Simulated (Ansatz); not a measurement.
Wanted: the native input for an Ansatz 0.2.0 run.

* Task: relaxation of cell and atoms
* Functional: PBEsol
* Potentials or basis: Ansatz PAW
* Cutoff: 420 eV (not typed: the program's choice for these potentials)
* k mesh: 10 × 10 × 6
* Occupations: fermi-dirac, width 0.05 eV
* Spin: no spin polarisation
* Target pressure (GPa): 0

The system is Au.

```
Au
1.0
     2.81549    0.00000    0.00000
    -0.01296    2.82018    0.00000
    -1.13789   -1.18541    4.92401
Au
2
Cartesian
  1.5740 1.5533 1.3495
  0.0907 0.0815 3.5746
```

This isn't the form of Au at room conditions, which is fcc.

One way to write it, as run:

input.yaml

```yaml
crystal:
  lattice:
    - [2.8154890579, 0.0, 0.0]
    - [-0.0129553469, 2.8201795887, 0.0]
    - [-1.1378916452, -1.1854109603, 4.9240140333]
  atoms:
    - { symbol: Au, position: [0.672862, 0.665962, 0.274055] }
    - { symbol: Au, position: [0.327138, 0.334038, 0.725945] }
hamiltonian:
  xc: pbesol
  pseudopotentials: { kind: paw }
kpoints:
  mp_grid: { grid: [10, 10, 6] }
scf:
  occupations: { method: fermi_dirac, width: 0.05 }
output:
  forces: true
  stress: true
  eigenvalues: true
relax:
  f_tol: 0.01
  max_steps: 40
  cell: { stress_tol: 0.05 }
```

Potentials or basis: Ansatz PAW.

Launch:

```console
$ ansatz run input.yaml --threads 2 --pin off --max-ram 5632MiB --backend cpu --events-out ev --progress --plain --runs-dir out
```

It gave:

- Relaxed volume: 17.04 Å³/atom
- Relaxed cell: a = 2.912 Å, b = 2.911 Å, c = 4.021 Å, α = 90.00°, β = 90.00°, γ = 90.04°
- Space group after relaxing (to 0.05 Å): I4/mmm (No. 139)
- Energy gained by relaxing: 172.2 meV/atom
- Ionic steps: 17
- Pressure after relaxing: 0.0 GPa
- Band gap on the k mesh: none (metal or under the smearing width)

Caveat: the plane-wave basis is chosen anew once the cell has moved, so the energies of steps on either side of that aren't comparable; the PAW data sets come from PBE, with cores solved anew for the run's functional, which leaves a small shift of forces and pressure.

Wall time 2.2 min on 2 threads of Arm Neoverse V1, on a shared host, peak memory 0.55 GiB.
